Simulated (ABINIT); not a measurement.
# BN in ABINIT: the effect of functional

Crystal: BN.

```xyz
2
Lattice="1.2511 0.7223 3.3729 -1.2511 0.7223 3.3729 0.0000 -1.4447 3.3729" Properties=species:S:1:pos:R:3 pbc="T T T"
N     0.0000    0.0000    6.7517
B     0.0000    0.0000    0.0033
```

The cell is a database's computed one.

Alike in all runs:

| Quantity | Value |
| --- | --- |
| Program | ABINIT 10.8.3 (patched build) |
| Task | band structure |
| k mesh | 12 × 12 × 12 |
| Occupations | fermi-dirac, width 0.05 eV |
| Spin | no spin polarisation |

```tsv
functional	potentials or basis	cutoff	gap on the mesh (eV)	pressure (GPa)
LDA	JTH PAW LDA v2.0	707 eV	4.09	-4.2
PBEsol	JTH PAW PBE v2.0	707 eV	?	?
r2SCAN	JTH PAW PBE v2.0	844 eV	4.80	3.4
```

**Question.** What does the run with functional PBEsol give?

**Answer.** gap on the mesh 4.17 eV; pressure 1.1 GPa.

Caveats: the atomic spheres overlap; the PAW data sets were made with another functional, which shifts forces and pressure a little (some runs).

A k mesh can miss the band edges.
